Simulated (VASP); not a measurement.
Wanted: the native input for a VASP 6.6.1 run.

| Property | Result |
| --- | --- |
| Task | single point |
| Functional | PBE |
| Potentials or basis | VASP PAW PBE potentials, release 64 (Cu) |
| Cutoff | 520 eV |
| k mesh | 12 × 12 × 1 |
| Occupations | fermi-dirac, width 0.05 eV |
| Spin | no spin polarisation |
| Dipole correction | yes |
| Further INCAR settings | ALGO = Normal; EDIFF = 1e-07; NBANDS = 42 |

The structure of Cu lies in POSCAR:

```
Cu
1.0
    2.5307640267      0.0000000000      0.0000000000
   -1.2653820133      2.1917059381      0.0000000000
    0.0000000000      0.0000000000     25.3272688500
Cu
6
Direct
    0.6666666700      0.3333333400      0.2961235198
    0.0000000000      0.0000000000      0.3776741119
    0.3333333300      0.6666666600      0.4592247040
    0.0000000000      0.0000000000      0.5407752960
    0.6666666700      0.3333333400      0.6223258881
    0.0000000000      0.0000000000      0.7038764802
```

The slab is cut from a database's or a generator's crystal, which needn't be the stable form of the element.

The cell isn't the ideal one: the (0 0 1) slab of Cu, cut from the database cell, not relaxed.

These files were run (other wordings do the same):

INCAR

```
PREC = Accurate
ENCUT = 520
EDIFF = 1E-7
ISMEAR = -1
SIGMA = 0.05
LREAL = F
LASPH = T
NELM = 80
ALGO = Normal
ISIF = 2
LWAVE = F
LCHARG = T
LDIPOL = T
IDIPOL = 3
DIPOL = 0.5 0.5 0.500
GGA = PE
LELF = T
LVHAR = T
LVACPOTAV = T
NBANDS = 42
```

KPOINTS

```
Automatic mesh
0
Gamma
  12 12 1
```

Potentials or basis: VASP PAW PBE potentials, release 64 (Cu).

Run with:

```bash
$ cat potpaw_PBE.64/Cu/POTCAR > POTCAR
$ mpirun -np 1 vasp_std > vasp.out
```

Results of the run:

```
Largest force                   : 0.165 eV/Å
Band gap on the k mesh          : none (metal or under the smearing width)
Work function of the upper face : 4.67 eV
Work function of the lower face : 4.67 eV
```

Run time: 3.1 min on 1 thread of Intel(R) Xeon(R) Platinum 8488C (Sapphire Rapids), with other jobs on the host, peak memory 0.3 GiB.
